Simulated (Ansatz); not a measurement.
## Compressing SnO

Theory: Ansatz, DFT PBEsol, scalar-relativistic, plane waves, PAW. Run with 420 eV cutoff, 10×10×4 k-mesh, Gaussian smearing of 0.10 eV, no spin polarisation.

Reference structure (relaxed):

```yaml
crystal:
  lattice:
    - [2.69103, -2.69103, 0.00000]
    - [2.69103, 2.69103, 0.00000]
    - [0.00000, 0.00000, 9.50277]
  atoms:
    - { symbol: Sn, position: [0.75001, 0.24999, 0.87123] }
    - { symbol: Sn, position: [0.24999, 0.75001, 0.12877] }
    - { symbol: Sn, position: [0.74999, 0.25001, 0.37123] }
    - { symbol: Sn, position: [0.25001, 0.74999, 0.62877] }
    - { symbol: O, position: [0.25000, 0.25000, 0.25000] }
    - { symbol: O, position: [0.75000, 0.75000, 0.75000] }
    - { symbol: O, position: [0.25000, 0.25000, 0.75000] }
    - { symbol: O, position: [0.75000, 0.75000, 0.25000] }
```

Cell and atoms are relaxed at each pressure within the symmetry of the start, at zero temperature, so transitions that lower the symmetry aren't seen. The k-mesh given is that at zero pressure and may differ at others. a, b and c are the lengths of the cell vectors above. ΔH is E + PV over the energy at zero pressure.

```csv
P (GPa),V (Å³/atom),V/V0,a (Å),b (Å),c (Å),ΔH (eV/atom)
0,17.20,1.000,3.806,3.806,9.503,0.000
3,16.04,0.932,3.764,3.764,9.057,0.310
8,14.90,0.866,3.702,3.702,8.696,0.791
15,13.94,0.810,3.643,3.643,8.405,1.419
30,12.71,0.739,3.560,3.560,8.025,2.662
```